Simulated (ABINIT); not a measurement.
Crystal: HgTe (Coloradoite).

```
Hg Te
1.0
     0.00000    3.21450    3.21450
     3.21450    0.00000    3.21450
     3.21450    3.21450    0.00000
Hg Te
1 1
Cartesian
  0.0000 0.0000 0.0000
  4.8217 4.8217 4.8217
```

Program: ABINIT 10.8.3 (patched build). Alike in all runs: task single point; potentials or basis JTH PAW PBE v2.0; no spin polarisation; cell as given; cutoff (eV) 544; smearing fermi-dirac 0.05 eV. Hardware: 1 thread of Arm Neoverse N1 (shared host).

Question: Order these runs on this cell by their wall time, lowest first.
A. level PBEsol; k mesh 9 × 9 × 9; mesh quality not flagged
B. level PBE; k mesh 3 × 3 × 3; mesh quality coarse
C. level PBEsol; k mesh 6 × 6 × 6; mesh quality not flagged

Answer: B (21 s), C (62 s), A (140 s).

Caveats: some runs use coarse meshes.
